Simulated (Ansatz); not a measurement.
## One structure, 4 elements: SiSe3, GeSe3, SnSe3, PbSe3

Plane-wave DFT in Ansatz with scalar-relativistic PAW potentials, cutoff 420 eV, Γ-centred meshes chosen by cell and gap, Gaussian smearing with energies taken to zero width. Every cell was relaxed (cell and atoms) in a run of its own, within the symmetry of its start. Functional: PBE.

All members share space group Pm-3m and the same sites; only the element on one set of sites changes (Si, Ge, Sn, Pb). Members needn't be the stable form of their composition. Energies over the elements, where given, are against the elements' standard states in the same functional (H₂, N₂, O₂ and halogens uncorrected, Hg as a solid). The first member:

Space group Pm-3m (No. 221). a = 4.313 Å, b = 4.313 Å, c = 4.313 Å, α = 90.00°, β = 90.00°, γ = 90.00°
```tsv
atom	site	symmetry	x	y	z
Si	1a	m-3m	0.0000	0.0000	0.0000
Se	3c	4/mm.m	0.0000	0.5000	0.5000
```

| compound | V (Å³/atom) | a (Å) | energy over elements (eV/atom) |
| --- | --- | --- | --- |
| SiSe3 | 20.06 | 4.313 | 0.697 |
| SnSe3 | 23.16 | 4.525 | 0.340 |
| PbSe3 | 24.24 | 4.594 | 0.270 |

Q: Predict the member with Ge.

A: V (Å³/atom) 20.99, a (Å) 4.379, energy over elements (eV/atom) 0.505. Interpolating linearly in period between Si and Sn would give 21.61 Å³/atom (3.0 % too large), with 0.518 eV/atom over the elements. Over the whole series the volume grows at each step down the group; all are metallic on the mesh; none is bound against its elements in this structure, and Pb comes closest.

Spin-orbit coupling is left out, which matters for the bands of heavy elements. Spin polarisation was left out, and a magnetic state may lie lower. For Tl, Pb and Bi spin-orbit coupling shifts energies too.